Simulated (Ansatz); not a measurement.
Wires are cut from relaxed bulk Sn (Fd-3m, 36.84 Å³/atom, gap on the mesh 0.00 eV); atoms and period are relaxed, and energies count from that bulk. Caps count from half an H2 molecule.

Computed with DFT PBE, scalar-relativistic, plane waves, PAW in Ansatz.

Cutoff 420 eV, Gaussian smearing of 0.05 eV, energies at zero smearing, symmetry of each start kept, no spin polarisation.

```csv
start,atoms,k mesh,excess energy (eV per host atom),line energy (eV/Å),period (Å),gap on the mesh (eV),highest filled level or Fermi level under vacuum (eV)
"[111] wire, 8 host atoms a period with H caps",22,1×1×5,0.697,0.481,11.592,3.04,5.78
"[111] wire, 12 host atoms a period with H caps",30,1×1×5,0.611,0.636,11.518,2.51,5.54
```

An odd mesh misses points on the zone edge, so a gap read on it can be too wide.

Each run keeps its start's symmetry and one magnetic start, so lower states can exist.